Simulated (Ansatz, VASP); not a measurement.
## One calculation of Si2Ni, two programs

```
CELL_PARAMETERS angstrom
5.52536 0.00000 0.00000
0.00000 5.52536 0.00000
0.00000 0.00000 5.32683
ATOMIC_POSITIONS crystal
Ni 0.00000 0.00000 0.00000
Ni 0.00000 0.50000 0.50000
Ni 0.50000 0.00000 0.50000
Ni 0.50000 0.50000 0.00000
Si 0.25000 0.25000 0.25000
Si 0.75000 0.75000 0.75000
Si 0.25000 0.75000 0.75000
Si 0.75000 0.25000 0.25000
Si 0.75000 0.25000 0.75000
Si 0.25000 0.75000 0.25000
Si 0.75000 0.75000 0.25000
Si 0.25000 0.25000 0.75000
```

Alike in both runs: functional PBE; k mesh 10 × 10 × 10; occupations methfessel-paxton of order 1, width 0.1 eV; no spin polarisation.

Ansatz relaxed the structure, and its values are those at the end. VASP's run is a single point on that final structure, the one shown.

|  | VASP | Ansatz |
| --- | --- | --- |
| version | VASP 6.6.1 | Ansatz 0.2.0 |
| potentials or method | VASP PAW PBE potentials, release 64 (Ni, Si) | scalar-relativistic, plane waves, PAW |
| plane-wave cutoff (eV) | 520 | 420 |
| valence electrons in the cell | 72 | 104 |

|  | VASP | Ansatz | Ansatz less VASP |
| --- | --- | --- | --- |
| gap on the k mesh at the Fermi level (eV) | none | none | - |
| pressure (GPa) | -1.1 | -1.0 | +0.06 |

A gap of «none» marks a metal or a gap that the smearing closes. The two sets of potentials don't hold the same shells in valence.

Spin polarisation is off, so any magnetic state and its effect on volume and gap are missing.
